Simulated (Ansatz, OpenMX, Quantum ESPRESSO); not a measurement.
**Hf: programs and potentials compared**

```
Hf
1.0
     3.61000    0.00000    0.00000
     0.00000    3.61000    0.00000
     0.00000    0.00000   25.83000
Hf
7
Direct
  0.50000 0.50000 0.29036
  0.00000 0.00000 0.36024
  0.50000 0.50000 0.43012
  0.00000 0.00000 0.50000
  0.50000 0.50000 0.56988
  0.00000 0.00000 0.63976
  0.50000 0.50000 0.70964
```

Alike in all runs: functional PBE; k mesh 7 × 7 × 1; occupations fermi-dirac, width 0.05 eV; no spin polarisation; no spin-orbit coupling.

| program and potentials | plane-wave cutoff (eV) | notes | largest force (eV/Å) |
| --- | --- | --- | --- |
| Ansatz, Ansatz PAW | 420 | 26 valence electrons an atom on average | 0.890 |
| Quantum ESPRESSO, PseudoDojo 0.4.1 SR PBE standard | 789 | 12 valence electrons an atom on average | ? |
| OpenMX, OpenMX 2013 PBE set, Hf7.0-s3p2d2f1, grid cutoff 400 Ry | - | atomic basis; 12 valence electrons an atom on average | 0.958 |

Task: Estimate from the other rows what the run with Quantum ESPRESSO, PseudoDojo 0.4.1 SR PBE standard gave.

Result: Largest force 0.897 eV/Å. The other rows, which needn't bracket it: largest force 0.890 to 0.958.
